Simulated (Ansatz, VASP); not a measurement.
## CdSe in VASP and in Ansatz

```xyz
2
Lattice="0.0000 2.7890 2.7890 2.7890 0.0000 2.7890 2.7890 2.7890 0.0000" Properties=species:S:1:pos:R:3 pbc="T T T"
Cd    0.0000    0.0000    0.0000
Se    1.3945    1.3945    1.3945
```

Change from the starting cell: volume scaled by 0.8, PAW files.

Alike in both runs: task single point; functional LDA; k mesh 11 × 11 × 11; occupations fermi-dirac, width 0.05 eV; no spin polarisation.

```csv
,VASP,Ansatz
version,VASP 6.6.1,Ansatz 0.2.0
potentials or method,"VASP PAW LDA potentials, release 64 (Cd, Se)","PAW with Ansatz's default frozen-core files, scalar-relativistic"
plane-wave cutoff (eV),520,420
valence electrons in the cell,18,36
```

VASP gave:

- pressure (GPa): 23.0

Problem. What did Ansatz give for the same quantities?

Solution. Pressure (GPa): 21.7.

The two sets of potentials don't hold the same shells in valence.

Caveats: so large a pressure means that the cell lies far from this level's equilibrium, or that cutoff or potentials fall short (VASP).
